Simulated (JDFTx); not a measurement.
# Os (P6_3/mmc) in JDFTx: settings compared

Aim: see how the results for Os move with the level of theory and the settings. Levels: RPBE, revPBE, BLYP. Tasks: band structure.

All numbers are computed with JDFTx 1.7.0 (patched build); they aren't measurements. Logs are shortened: lines on timing, memory, paths and dates and some standing lists are left out, and cuts for length are marked. The log counts tension as positive stress, the text compression.

**1. Starting point**

It takes space group P6_3/mmc (No. 194, hexagonal). Conventional cell: a = 2.734 Å, b = 2.734 Å, c = 4.320 Å, α = 90.00°, β = 90.00°, γ = 120.00°. Os (site symmetry -6m2) is surrounded by 12 Os at 2.68 to 2.73 Å.

**2. Band structure, RPBE**

Contents of bands.in:

```
lattice \
    5.1667001973    -2.5833500987     0.0000000000 \
    0.0000000000     4.4744936247     0.0000000000 \
    0.0000000000     0.0000000000     8.1630499405
coords-type Lattice
ion Os     0.6666666667     0.3333333333     0.7500000000 1
ion Os     0.3333333333     0.6666666667     0.2500000000 1

ion-species pseudo/Os.upf
elec-cutoff 37 296
elec-ex-corr gga-x-rpbe gga-c-pbe
elec-smearing Fermi 0.0018374661
elec-n-bands 23
electronic-minimize nIterations 30 energyDiffThreshold 1e-06
davidson-band-ratio 1.3
forces-output-coords Cartesian
include path.kpoints
symmetries none
fix-electron-density run.$VAR

dump-name bands.$VAR
dump End Ecomponents EigStats BandEigs Kpoints Forces
```

Contents of path.kpoints:

```
kpoint +0.0000000000 +0.0000000000 +0.0000000000 0.020000000000
kpoint +0.0833333333 +0.0000000000 +0.0000000000 0.020000000000
kpoint +0.1666666667 +0.0000000000 +0.0000000000 0.020000000000
kpoint +0.2500000000 +0.0000000000 +0.0000000000 0.020000000000
kpoint +0.3333333333 +0.0000000000 +0.0000000000 0.020000000000
kpoint +0.4166666667 +0.0000000000 +0.0000000000 0.020000000000
kpoint +0.5000000000 +0.0000000000 +0.0000000000 0.020000000000
kpoint +0.4444444444 +0.1111111111 +0.0000000000 0.020000000000
kpoint +0.3888888889 +0.2222222222 +0.0000000000 0.020000000000
kpoint +0.3333333333 +0.3333333333 +0.0000000000 0.020000000000
kpoint +0.2916666667 +0.2916666667 +0.0000000000 0.020000000000
kpoint +0.2500000000 +0.2500000000 +0.0000000000 0.020000000000
kpoint +0.2083333333 +0.2083333333 +0.0000000000 0.020000000000
kpoint +0.1666666667 +0.1666666667 +0.0000000000 0.020000000000
kpoint +0.1250000000 +0.1250000000 +0.0000000000 0.020000000000
kpoint +0.0833333333 +0.0833333333 +0.0000000000 0.020000000000
kpoint +0.0416666667 +0.0416666667 +0.0000000000 0.020000000000
kpoint +0.0000000000 +0.0000000000 +0.0000000000 0.020000000000
kpoint +0.0000000000 +0.0000000000 +0.1666666667 0.020000000000
kpoint +0.0000000000 +0.0000000000 +0.3333333333 0.020000000000
kpoint +0.0000000000 +0.0000000000 +0.5000000000 0.020000000000
kpoint +0.0714285714 +0.0000000000 +0.5000000000 0.020000000000
kpoint +0.1428571429 +0.0000000000 +0.5000000000 0.020000000000
kpoint +0.2142857143 +0.0000000000 +0.5000000000 0.020000000000
kpoint +0.2857142857 +0.0000000000 +0.5000000000 0.020000000000
kpoint +0.3571428571 +0.0000000000 +0.5000000000 0.020000000000
kpoint +0.4285714286 +0.0000000000 +0.5000000000 0.020000000000
kpoint +0.5000000000 +0.0000000000 +0.5000000000 0.020000000000
kpoint +0.4583333333 +0.0833333333 +0.5000000000 0.020000000000
kpoint +0.4166666667 +0.1666666667 +0.5000000000 0.020000000000
kpoint +0.3750000000 +0.2500000000 +0.5000000000 0.020000000000
kpoint +0.3333333333 +0.3333333333 +0.5000000000 0.020000000000
kpoint +0.2962962963 +0.2962962963 +0.5000000000 0.020000000000
kpoint +0.2592592593 +0.2592592593 +0.5000000000 0.020000000000
kpoint +0.2222222222 +0.2222222222 +0.5000000000 0.020000000000
kpoint +0.1851851852 +0.1851851852 +0.5000000000 0.020000000000
kpoint +0.1481481481 +0.1481481481 +0.5000000000 0.020000000000
kpoint +0.1111111111 +0.1111111111 +0.5000000000 0.020000000000
kpoint +0.0740740741 +0.0740740741 +0.5000000000 0.020000000000
kpoint +0.0370370370 +0.0370370370 +0.5000000000 0.020000000000
kpoint +0.0000000000 +0.0000000000 +0.5000000000 0.020000000000
kpoint +0.5000000000 +0.0000000000 +0.5000000000 0.020000000000
kpoint +0.5000000000 +0.0000000000 +0.3333333333 0.020000000000
kpoint +0.5000000000 +0.0000000000 +0.1666666667 0.020000000000
kpoint +0.5000000000 +0.0000000000 +0.0000000000 0.020000000000
kpoint +0.3333333333 +0.3333333333 +0.0000000000 0.020000000000
kpoint +0.3333333333 +0.3333333333 +0.1250000000 0.020000000000
kpoint +0.3333333333 +0.3333333333 +0.2500000000 0.020000000000
kpoint +0.3333333333 +0.3333333333 +0.3750000000 0.020000000000
kpoint +0.3333333333 +0.3333333333 +0.5000000000 0.020000000000
```

Potentials or basis: PseudoDojo-SR-PBE-0.5-standard with smoothed tails.

Started as:

```bash
> jdftx -c 1 -i bands.in -o bands.out
```

The log of the run:

```text
*************** JDFTx 1.7.0 (patched build) ***************

Input parsed successfully to the following command list (including defaults):
[... the input with its defaults ...]

---------- Initializing the Grid ----------
R =
[       5.1667     -2.58335            0  ]
[            0      4.47449            0  ]
[            0            0      8.16305  ]
unit cell volume = 188.716
G =
[    1.21609   0.702111         -0  ]
[          0    1.40422          0  ]
[          0         -0   0.769711  ]
Minimum fftbox size, Smin = [  44  44  64  ]
Chosen fftbox size, S = [  48  48  64  ]

---------- Initializing tighter grid for wavefunction operations ----------
R =
[       5.1667     -2.58335            0  ]
[            0      4.47449            0  ]
[            0            0      8.16305  ]
unit cell volume = 188.716
G =
[    1.21609   0.702111         -0  ]
[          0    1.40422          0  ]
[          0         -0   0.769711  ]
Minimum fftbox size, Smin = [  32  32  48  ]
Chosen fftbox size, S = [  32  32  48  ]

---------- Exchange Correlation functional ----------
Initialized LibXC exchange functional 'Hammer, Hansen, and Norskov'
Initialized LibXC correlation functional 'Perdew, Burke & Ernzerhof'

---------- Setting up pseudopotentials ----------
Width of ionic core gaussian charges (only for fluid interactions / plotting) set to 0

Reading pseudopotential file 'pseudo/Os.upf':
  'Os' pseudopotential, 'PBE' functional
  Generated using ONCVPSP code by D. R. Hamann
  16 valence electrons, 4 orbitals, 8 projectors, 1001 radial grid points, with lMax = 3
    5S    l: 0   occupation:  2.0   eigenvalue: -3.364482
    5P    l: 1   occupation:  6.0   eigenvalue: -1.868329
    5D    l: 2   occupation:  6.0   eigenvalue: -0.229874
    6S    l: 0   occupation:  2.0   eigenvalue: -0.225894
  Core radius for overlap checks: 2.19 bohrs.

Initialized 1 species with 2 total atoms.

Folded 50 k-points by 1x1x1 to 50 k-points.

---------- Setting up k-points, bands, fillings ----------
No reducable k-points.
Computing the number of bands and number of electrons
Calculating initial fillings.
nElectrons:  32.000000   nBands: 23   nStates: 50

----- Setting up reduced wavefunction bases (one per k-point) -----
average nbasis = 2029.360 , ideal nbasis = 2028.646

---------- Setting up ewald sum ----------
Optimum gaussian width for ewald sums = 2.038645 bohr.
Real space sum over 1521 unit cells with max indices [  6  6  4  ]
Reciprocal space sum over 2057 terms with max indices [  5  5  8  ]

---------- Allocating electronic variables ----------
Reading n from file 'run.n' ... done
Initializing wave functions:  linear combination of atomic orbitals
Note: number of bands (23) exceeds available atomic orbitals (20)

----------- Band structure minimization -------------
Minimization will be done independently for each quantum number.

---- Minimization of quantum number:     0  [ +0.0000000 +0.0000000 +0.0000000 ]  0.040000000 ----
BandDavidson: Iter:   0  Eband: +0.281713126727855
BandDavidson: Iter:   1  Eband: +0.247793658048048  dEband: -3.391947e-02
BandDavidson: Iter:   2  Eband: +0.242337726361866  dEband: -5.455932e-03
BandDavidson: Iter:   3  Eband: +0.241832820267581  dEband: -5.049061e-04
[... 553 lines of inner loops ...]
BandDavidson: Iter:   5  Eband: +0.255746693302155  dEband: -1.924352e-06
BandDavidson: Iter:   6  Eband: +0.255746394426833  dEband: -2.988753e-07
BandDavidson: Converged (dEband<1.000000e-06)
	FillingsUpdate:  mu: +0.962132216  nElectrons: 32.000000
WARNING: these k-points are no uniform mesh, so that mu and the fillings of partly filled bands are only those of these points: take mu from the calculation that made the density or potential.

Dumping 'bands.eigStats' ...
	eMin: -2.222109 at state 17 ( [ +0.000000 +0.000000 +0.000000 ] spin 0 )
	HOMO: +0.960457 at state 28 ( [ +0.458333 +0.083333 +0.500000 ] spin 0 )
	mu  : +0.962132
	LUMO: +0.964420 at state 19 ( [ +0.000000 +0.000000 +0.333333 ] spin 0 )
	eMax: +1.603324 at state 40 ( [ +0.000000 +0.000000 +0.500000 ] spin 0 )
	HOMO-LUMO gap: +0.003963
	Optical gap  : +0.034406 at state 13 ( [ +0.166667 +0.166667 +0.000000 ] spin 0 )
Done!
[note: mu, HOMO and LUMO in a band run belong to the points of the path alone and aren't those of the crystal]
```

Wall time 19 s (1 thread of Arm Neoverse V1, shared host); peak memory 0.09 GiB.

Results:

```
Band gap along the path : none (metal or under the smearing width)
```

Levels at the corners of the path, in eV from the Fermi level:
```tsv
point	band 14	band 15	band 16	band 17	band 18
Γ	-2.16	-2.16	-1.51	-1.51	0.02
M	-2.53	-1.83	2.11	2.67	2.79
K	-3.39	-1.29	1.54	1.54	2.13
Γ	-2.16	-2.16	-1.51	-1.51	0.02
A	-3.19	-3.19	-3.19	0.96	0.96
L	-1.16	-0.15	-0.15	2.45	2.45
H	-3.40	-1.32	-1.32	1.68	1.68
A	-3.19	-3.19	-3.19	0.96	0.96
L	-1.16	-0.15	-0.15	2.45	2.45
M	-2.53	-1.83	2.11	2.67	2.79
K	-3.39	-1.29	1.54	1.54	2.13
H	-3.40	-1.32	-1.32	1.68	1.68
```

Caveat: spin-orbit coupling is left out, which moves the levels of the heavy elements.

**3. Band structure, revPBE**

Contents of bands.in:

```
include Os.lattice
coords-type Lattice
include Os.ionpos

ion-species pseudo/Os.upf
elec-cutoff 37 296
elec-ex-corr gga-x-pbe-r gga-c-pbe
elec-smearing Fermi 0.0018374661
elec-n-bands 23
electronic-minimize nIterations 30 energyDiffThreshold 1e-06
davidson-band-ratio 1.3
forces-output-coords Cartesian
include path.kpoints
symmetries none
fix-electron-density run.$VAR

dump-name bands.$VAR
dump End Ecomponents EigStats BandEigs Kpoints Forces
```

Contents of Os.lattice:

```
lattice \
    5.1667001973    -2.5833500987     0.0000000000 \
    0.0000000000     4.4744936247     0.0000000000 \
    0.0000000000     0.0000000000     8.1630499405
```

Contents of Os.ionpos:

```
ion Os     0.6666666667     0.3333333333     0.7500000000 1
ion Os     0.3333333333     0.6666666667     0.2500000000 1
```

path.kpoints is that of step 2.

Potentials or basis: PseudoDojo-SR-PBE-0.5-standard with smoothed tails.

Started as:

```bash
> jdftx -c 1 -i bands.in -o bands.out
```

It took 19 s on 1 thread of Arm Neoverse V1, shared host; peak memory 0.1 GiB.

Results (log left out):

```
Band gap along the path : none (metal or under the smearing width)
```

Levels at the corners of the path, in eV from the Fermi level:
| point | band 12 | band 13 | band 14 | band 15 | band 16 | band 17 | band 18 |
| --- | --- | --- | --- | --- | --- | --- | --- |
| Γ | -3.00 | -2.75 | -2.16 | -2.16 | -1.51 | -1.51 | 0.03 |
| M | -3.50 | -2.88 | -2.53 | -1.83 | 2.11 | 2.67 | 2.79 |
| K | -4.58 | -3.39 | -3.39 | -1.29 | 1.54 | 1.54 | 2.13 |
| Γ | -3.00 | -2.75 | -2.16 | -2.16 | -1.51 | -1.51 | 0.03 |
| A | -3.54 | -3.20 | -3.20 | -3.20 | -3.20 | 0.96 | 0.96 |
| L | -5.30 | -1.16 | -1.16 | -0.15 | -0.15 | 2.45 | 2.45 |
| H | -4.92 | -3.40 | -3.40 | -1.32 | -1.32 | 1.68 | 1.68 |
| A | -3.54 | -3.20 | -3.20 | -3.20 | -3.20 | 0.96 | 0.96 |
| L | -5.30 | -1.16 | -1.16 | -0.15 | -0.15 | 2.45 | 2.45 |
| M | -3.50 | -2.88 | -2.53 | -1.83 | 2.11 | 2.67 | 2.79 |
| K | -4.58 | -3.39 | -3.39 | -1.29 | 1.54 | 1.54 | 2.13 |
| H | -4.92 | -3.40 | -3.40 | -1.32 | -1.32 | 1.68 | 1.68 |

Caveat: spin-orbit coupling is left out, which moves the levels of the heavy elements.

**4. Band structure, BLYP**

Changes to bands.in since step 3:

```diff
@@ -1,4 +1,8 @@
-include Os.lattice
-coords-type Lattice
-include Os.ionpos
+lattice \
+    5.1667001973    -2.5833500987     0.0000000000 \
+    0.0000000000     4.4744936247     0.0000000000 \
+    0.0000000000     0.0000000000     8.1630499405
+coords-type Cartesian
+ion Os     2.5833500989     1.4914978747     6.1222874554 1
+ion Os    -0.0000000003     2.9829957499     2.0407624851 1
 
@@ -6,3 +10,3 @@
 elec-cutoff 37 296
-elec-ex-corr gga-x-pbe-r gga-c-pbe
+elec-ex-corr gga-x-b88 gga-c-lyp
 elec-smearing Fermi 0.0018374661
```

path.kpoints is that of step 3.

Started as:

```bash
> jdftx -c 1 -i bands.in -o bands.out
```

It took 19 s on 1 thread of Arm Neoverse V1, shared host; peak memory 0.1 GiB.

The run converged. Its results:

| Item | Value |
| --- | --- |
| Band gap along the path | none (metal or under the smearing width) |

Levels at the corners of the path, in eV from the Fermi level:
```
point  band 13  band 14  band 15  band 16  band 17  band 18
    Γ    -2.76    -2.17    -2.17    -1.53    -1.53     0.41
    M    -2.64    -2.46    -1.80     2.08     2.64     2.76
    K    -3.33    -3.33    -1.26     1.52     1.52     2.11
    Γ    -2.76    -2.17    -2.17    -1.53    -1.53     0.41
    A    -3.19    -3.19    -3.19    -3.19     0.93     0.93
    L    -1.16    -1.16     0.08     0.08     2.42     2.42
    H    -3.26    -3.26    -1.32    -1.32     1.66     1.66
    A    -3.19    -3.19    -3.19    -3.19     0.93     0.93
    L    -1.16    -1.16     0.08     0.08     2.42     2.42
    M    -2.64    -2.46    -1.80     2.08     2.64     2.76
    K    -3.33    -3.33    -1.26     1.52     1.52     2.11
    H    -3.26    -3.26    -1.32    -1.32     1.66     1.66
```

Caveat: spin-orbit coupling is left out, which moves the levels of the heavy elements.
